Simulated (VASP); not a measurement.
# GeH (P6_3/mmc) in VASP: relaxation of cell and atoms with PBE+D3(BJ)

Aim: the relaxation of cell and atoms of GeH with PBE+D3(BJ).

Everything below comes from runs of VASP 6.6.1. Logs are shortened: lines on timing, memory, paths and dates and some standing lists are left out, and cuts for length are marked.

### 1 Starting point

It takes space group P6_3/mmc (No. 194, hexagonal). Conventional cell: a = 4.050 Å, b = 4.050 Å, c = 10.600 Å, α = 90.00°, β = 90.00°, γ = 120.00°. Ge (site symmetry 3m) has 1 H at 1.56 Å as nearest neighbours. H (site symmetry 3m) is surrounded by 1 H at 1.44 Å and 1 Ge at 1.56 Å.

Measurements of this composition are mostly on another form, of space group No. 186.

### 2 Relaxation of cell and atoms, PBE+D3(BJ)

Contents of INCAR:

```
SYSTEM = GeH
ALGO     = Normal         ! electronic algorithm
EDIFF    = 1E-7           ! SCF threshold, eV
EDIFFG   = -0.01          ! ionic threshold
ENCUT    = 600            ! plane-wave cutoff, eV
GGA      = PE             ! functional
IBRION   = 2              ! ionic algorithm
ISIF     = 3              ! what is computed and relaxed
ISMEAR   = 0              ! smearing method
IVDW     = 12             ! dispersion correction
LASPH    = .TRUE.         ! aspherical terms in the spheres
LCHARG   = .FALSE.        ! write CHGCAR
LREAL    = .FALSE.        ! projectors in reciprocal space
LWAVE    = .FALSE.        ! write WAVECAR
NELM     = 60             ! most SCF steps
NSW      = 40             ! ionic steps
PREC     = Accurate       ! precision mode
SIGMA    = 0.05           ! smearing width, eV
```

Contents of KPOINTS:

```
k-points
0
G
  9 9 3
  0 0 0
```

Contents of POSCAR:

```
GeH
1.0
    4.0500000000      0.0000000000      0.0000000000
   -2.0250000000      3.5074028853      0.0000000000
    0.0000000000      0.0000000000     10.6000000000
Ge H
4 4
Direct
    0.3333333333      0.6666666667      0.2849056604
    0.6666666667      0.3333333333      0.2150943396
    0.6666666667      0.3333333333      0.7849056604
    0.3333333333      0.6666666667      0.7150943396
    0.3333333333      0.6666666667      0.4320754717
    0.6666666667      0.3333333333      0.0679245283
    0.6666666667      0.3333333333      0.9320754717
    0.3333333333      0.6666666667      0.5679245283
```

Potentials or basis: VASP PAW PBE potentials, release 64 (Ge_d, H).

Started as:

```
$ cat potpaw_PBE.64/Ge_d/POTCAR potpaw_PBE.64/H/POTCAR > POTCAR
$ mpirun -np 1 vasp_std > vasp.out
```

OUTCAR:

```text
SYSTEM = GeH
   EDIFF = 1E-7
   EDIFFG = -0.01
   ENCUT = 600
   GGA = PE
   IBRION = 2
   ISIF = 3
   ISMEAR = 0
   IVDW = 12
   LASPH = .TRUE.
   LREAL = .FALSE.
   NELM = 60
   NSW = 40
   PREC = Accurate
 IVDW          = 12

 ion  position               nearest neighbor table
   1  0.333  0.667  0.285-   5 1.56   2 2.45   2 2.45   2 2.45
   2  0.667  0.333  0.215-   6 1.56   1 2.45   1 2.45   1 2.45
   3  0.667  0.333  0.785-   7 1.56   4 2.45   4 2.45   4 2.45
   4  0.333  0.667  0.715-   8 1.56   3 2.45   3 2.45   3 2.45
   5  0.333  0.667  0.432-   1 1.56
   6  0.667  0.333  0.068-   2 1.56
   7  0.667  0.333  0.932-   3 1.56
   8  0.333  0.667  0.568-   4 1.56

  LATTYP: Found a hexagonal cell.
 ALAT       =     4.0500000000
 C/A-ratio  =     2.6172839506

  Lattice vectors:

 A1 = (   4.0500000000,   0.0000000000,   0.0000000000)
 A2 = (  -2.0250000000,   3.5074028853,   0.0000000000)
 A3 = (   0.0000000000,   0.0000000000,  10.6000000000)

Analysis of symmetry for initial positions (statically):
=====================================================================
 Subroutine PRICEL returns:
 Original cell was already a primitive cell.

 Routine SETGRP: Setting up the symmetry group for a
 hexagonal supercell.

 Subroutine GETGRP returns: Found 24 space group operations
 (whereof 12 operations were pure point group operations)
 out of a pool of 24 trial point group operations.

The static configuration has the point symmetry D_3h.
 The point group associated with its full space group is D_6h.

Analysis of symmetry for dynamics (positions and initial velocities):
=====================================================================
 Subroutine PRICEL returns:
 Original cell was already a primitive cell.

 Routine SETGRP: Setting up the symmetry group for a
 hexagonal supercell.

 Subroutine GETGRP returns: Found 24 space group operations
 (whereof 12 operations were pure point group operations)
 out of a pool of 24 trial point group operations.

The dynamic configuration has the point symmetry D_3h.
 The point group associated with its full space group is D_6h.

 Subroutine INISYM returns: Found 24 space group operations
 (whereof 12 operations are pure point group operations),
 and found     1 'primitive' translations

----------------------------------------------------------------------------------------

                                     Primitive cell

  volume of cell :     150.5728
[... 90 lines left out ...]
 SYSTEM =  GeH
   PREC   = accura    normal or accurate (medium, high low for compatibility)
   ISTART =      0    job   : 0-new  1-cont  2-samecut
   ICHARG =      2    charge: 1-file 2-atom 10-const
   ISPIN  =      1    spin polarized calculation?
   LNONCOLLINEAR =      F non collinear calculations
   LSORBIT =      F    spin-orbit coupling
   LASPH  =      T    aspherical Exc in radial PAW
   ENCUT  =  600.0 eV  44.10 Ry    6.64 a.u.   8.09  8.09 21.17*2*pi/ulx,y,z
   NELM   =     60;   NELMIN=  2; NELMDL= -5     # of ELM steps
   EDIFF  = 0.1E-06   stopping-criterion for ELM
   LREAL  =      F    real-space projection
   EDIFFG = -.1E-01   stopping-criterion for IOM
   NSW    =     40    number of steps for IOM
   IBRION =      2    ionic relax: 0-MD 1-quasi-New 2-CG
   NFREE  =      1    steps in history (QN), initial steepest desc. (CG)
   ISIF   =      3    stress and relaxation
   ISYM   =      2    0-nonsym 1-usesym 2-fastsym
   POTIM  = 0.5000    time-step for ionic-motion
   TEBEG  =    0.0;   TEEND  =   0.0 temperature during run
   PSTRESS=    0.0 pullay stress
   NELECT =      60.0000    total number of electrons
   NUPDOWN=      -1.0000    fix difference up-down
   EMIN   =  10.00;   EMAX   =-10.00  energy-range for DOS
   EFERMI =   0.00;   METHOD = LEGACY
   ISMEAR =     0;   SIGMA  =   0.05  broadening in eV -4-tet -1-fermi 0-gaus
   EFERMI_NEDOS =   21; number of points for ismear=-14 and -15
   IALGO  =     38    algorithm
   IMIX   =      4    mixing-type and parameters
     AMIX     =   0.40;   BMIX     =  1.00
     AMIX_MAG =   1.60;   BMIX_MAG =  1.00
  volume/ion in A,a.u.               =      18.82       127.01
  Fermi-wavevector in a.u.,A,eV,Ry     =   1.204693  2.276540 19.745935  1.451285
  Thomas-Fermi vector in A             =   2.340411
   LORBIT       =      0    0 simple, 1 ext, 2 COOP (PROOUT), +10 PAW based schemes
   GGA     = PE    functional components
   LHFCALC =     F    Hartree Fock is set to
   AEXX    =    0.0000 exact exchange contribution
   IVDW    =    12    specifies the selected vdW correction
   LEPSILON=     F    determine dielectric tensor
   LRPA    =     F    only Hartree local field effects (RPA)
 conjugate gradient relaxation of ions
 non-spin polarized calculation
 Gauss-broadening in eV      SIGMA  =   0.05
  energy-cutoff  :      600.00
  volume of cell :      150.57
 maximum number of plane-waves:      5044
   NGX = 17   NGY = 17   NGZ = 43

--------------------------------------- Ionic step        1  -------------------------------------------

 number of electron      59.9999997 magnetization

 Free energy of the ion-electron system (eV)
  ---------------------------------------------------
  ext. energy  EPLUGINS =         0.00000000
  ---------------------------------------------------
  free energy    TOTEN  =       -30.54824651 eV

  energy without entropy =      -30.54824651  energy(sigma->0) =      -30.54824651

------------------------ aborting loop because EDIFF is reached ----------------------------------------

 Edisp (eV)   -0.95777

 E8    (eV) :    -0.3766
[... 123 lines left out ...]
  FREE ENERGIE OF THE ION-ELECTRON SYSTEM (eV)
  ---------------------------------------------------
  free  energy   TOTEN  =       -31.5443074789 eV

  energy  without entropy=      -31.5443074789  energy(sigma->0) =      -31.54430748

[... ionic steps 4 to 11 ...]

--------------------------------------- Ionic step       12  -------------------------------------------

 number of electron      59.9999970 magnetization

------------------------ aborting loop because EDIFF is reached ----------------------------------------
[... 87 lines left out ...]
--------------------------------------- Ionic step       14  -------------------------------------------

 number of electron      59.9999972 magnetization

 Free energy of the ion-electron system (eV)
  ---------------------------------------------------
  ext. energy  EPLUGINS =         0.00000000
  ---------------------------------------------------
  free energy    TOTEN  =       -30.80570898 eV

  energy without entropy =      -30.80570898  energy(sigma->0) =      -30.80570898

 E-fermi :   0.8204     XC(G=0):  -7.3445

 val. band max:        0.5353964218   @ k =   0.0000   0.0000   0.0000
 cond. band min:       1.5381116028   @ k =   0.0000   0.0000   0.0000
 fundamental gap:      1.0027151811
 Fermi energy:         0.8203633215

 k-point     1 :       0.0000    0.0000    0.0000
  band No.  band energies     occupation
      1     -23.4956      2.00000
      2     -23.4956      2.00000
      3     -23.4956      2.00000
      4     -23.4956      2.00000
      5     -23.4238      2.00000
      6     -23.4238      2.00000
[... 964 lines left out ...]
  FREE ENERGIE OF THE ION-ELECTRON SYSTEM (eV)
  ---------------------------------------------------
  free  energy   TOTEN  =       -31.6729818103 eV

  energy  without entropy=      -31.6729818103  energy(sigma->0) =      -31.67298181

 reached required accuracy - stopping structural energy minimisation
```

Wall time 11 min (1 thread of Intel Xeon 6975P-C (Granite Rapids), shared host); peak memory 0.38 GiB.

What came out:

- Free energy: -31.6730 eV
- Relaxed volume: 20.74 Å³/atom
- Relaxed cell: a = 4.037 Å, b = 4.037 Å, c = 11.758 Å, α = 90.00°, β = 90.00°, γ = 120.00°
- Space group after relaxing (to 0.05 Å): P6_3/mmc (No. 194)
- Energy gained by relaxing: 20.9 meV/atom
- Ionic steps: 14
- Pressure after relaxing: 0.0 GPa
- Largest force after relaxing: 0.007 eV/Å
- Band gap on the k mesh: 1.00 eV, direct
- Dispersion energy per atom: -0.108 eV

Forces in eV/Å, atoms in the order of the input:
```
Ge   0.000  0.000 -0.004
Ge   0.000  0.000  0.004
Ge   0.000  0.000 -0.004
Ge   0.000  0.000  0.004
H    0.000  0.000  0.007
H    0.000  0.000 -0.007
H    0.000  0.000  0.007
H    0.000  0.000 -0.007
```

Step by step:
```tsv
step	energy change (eV)	largest force (eV/Å)	pressure (GPa)	volume (Å³)
1	0.0000	0.2233	0.61	150.57
2	-0.0325	0.4081	0.09	152.12
3	-0.0383	0.5278	-0.21	153.16
4	-0.0570	0.4824	-0.19	153.70
5	-0.1016	0.3288	-0.08	155.29
6	-0.1352	0.4041	0.35	158.44
7	-0.1513	0.1983	0.18	160.49
8	-0.1560	0.1311	0.07	162.29
9	-0.1630	0.0664	0.17	163.45
10	-0.1653	0.1143	0.26	164.59
11	-0.1667	0.0523	-0.03	166.16
12	-0.1669	0.0067	0.05	165.73
13	-0.1669	0.0094	0.05	165.75
14	-0.1670	0.0074	0.00	165.94
```

Final structure:
```cif
data_structure
_symmetry_space_group_name_H-M 'P 1'
_symmetry_Int_Tables_number 1
_cell_length_a 4.0367
_cell_length_b 4.0367
_cell_length_c 11.7585
_cell_angle_alpha 90.000
_cell_angle_beta 90.000
_cell_angle_gamma 120.000
_cell_volume 165.94
loop_
_atom_site_label
_atom_site_type_symbol
_atom_site_fract_x
_atom_site_fract_y
_atom_site_fract_z
_atom_site_occupancy
Ge1 Ge 0.33333 0.66667 0.28151 1
Ge2 Ge 0.66667 0.33333 0.21849 1
Ge3 Ge 0.66667 0.33333 0.78151 1
Ge4 Ge 0.33333 0.66667 0.71849 1
H1 H 0.33333 0.66667 0.41321 1
H2 H 0.66667 0.33333 0.08679 1
H3 H 0.66667 0.33333 0.91321 1
H4 H 0.33333 0.66667 0.58679 1
```

Caveat: an odd mesh through Γ misses points on the zone boundary, where band edges often lie.
